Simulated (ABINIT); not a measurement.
The system is HgTe (Coloradoite).

```
Hg Te
1.0
     0.00000    3.21450    3.21450
     3.21450    0.00000    3.21450
     3.21450    3.21450    0.00000
Hg Te
1 1
Direct
  0.00000 0.00000 0.00000
  0.75000 0.75000 0.75000
```

* Program: ABINIT 10.8.3 (patched build)
* Task: relaxation of cell and atoms
* Functional: PBEsol
* Potentials or basis: PseudoDojo NC SR PBEsol v0.4.1 standard
* Cutoff: 1088 eV
* k mesh: 5 × 5 × 5
* Occupations: fermi-dirac, width 0.05 eV
* Spin: no spin polarisation

At the start: pressure 2.0 GPa; volume 33.22 Å³/atom.

**Question.** Where does the relaxation end?

**Answer.** Over 5 steps the energy falls by 8.6 meV/atom and the volume is 34.66 Å³/atom (+4.3 %); space group F-43m (No. 216, to 0.05 Å).

Step by step:
```
step  energy change (eV)  largest force (eV/Å)  pressure (GPa)  volume (Å³)
   1              0.0000                0.0000            1.99        66.43
   2             -0.0046                0.0000            1.68        66.84
   3             -0.0171                0.0000            0.11        69.14
   4             -0.0171                0.0000            0.01        69.31
   5             -0.0171                0.0000            0.00        69.32
```

Final structure:
```
Hg Te
1.0
     0.00000    3.26042    3.26042
     3.26042    0.00000    3.26042
     3.26042    3.26042    0.00000
Hg Te
1 1
Direct
  0.00000 0.00000 0.00000
  0.75000 0.75000 0.75000
```
